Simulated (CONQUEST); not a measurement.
# InP under changes of volume

One of the cells (25.167 Å³/atom); the others are scaled copies at fixed shape and fractional positions:

```
In P
1.0
     4.14435    0.00000    0.00000
     0.00000    4.14435    0.00000
     0.00000    0.00000    5.86100
In P
2 2
Direct
  0.00000 0.00000 0.00000
  0.50000 0.50000 0.50000
  0.00000 0.50000 0.25000
  0.50000 0.00000 0.75000
```

| Property | Result |
| --- | --- |
| Program | CONQUEST 1.3 |
| Functional | PBE |
| Potentials or basis | PseudoDojo NC PBE, SZP, grid of 40 × 40 × 60 points |
| k mesh | 7 × 7 × 5 |
| Occupations | fermi-dirac, width 0.05 eV |
| Spin | no spin polarisation |

```csv
volume (Å³/atom),energy over the lowest point (meV/atom),pressure (GPa),gap on the mesh (eV)
23.657,124.06,11.9,1.53
24.160,89.89,9.9,1.38
24.663,61.53,8.1,1.22
25.167,38.87,6.3,1.08
25.670,?,?,?
26.173,8.74,3.4,0.80
26.677,0.00,2.2,0.67
```

Question: What does the run at 25.670 Å³/atom give?

Answer: Energy over the lowest point 21.42 meV/atom; pressure 4.8 GPa; gap on the mesh 0.94 eV.

Worked out: A Birch-Murnaghan fit of order 3 (a polynomial in V^(-2/3)) to the other rows has no minimum within the range. It gives 21.47 meV/atom at 25.670 Å³/atom, against the run's 21.42, and -dE/dV = 4.8 GPa, against 4.8. A straight line through the other rows of the gap, of slope -7.17 eV per unit of ln V, gives 0.94 eV, against the run's 0.94.

Energies are extrapolated to zero smearing.

Caveats: the atomic basis is small; spin-orbit coupling is left out, which moves the levels of the heavy elements; an odd mesh through Γ misses points on the zone boundary, where band edges often lie; the basis of atomic orbitals isn't converged, which shifts pressures, moduli and gaps; the real-space grid breaks the cell's symmetry a little (some runs).
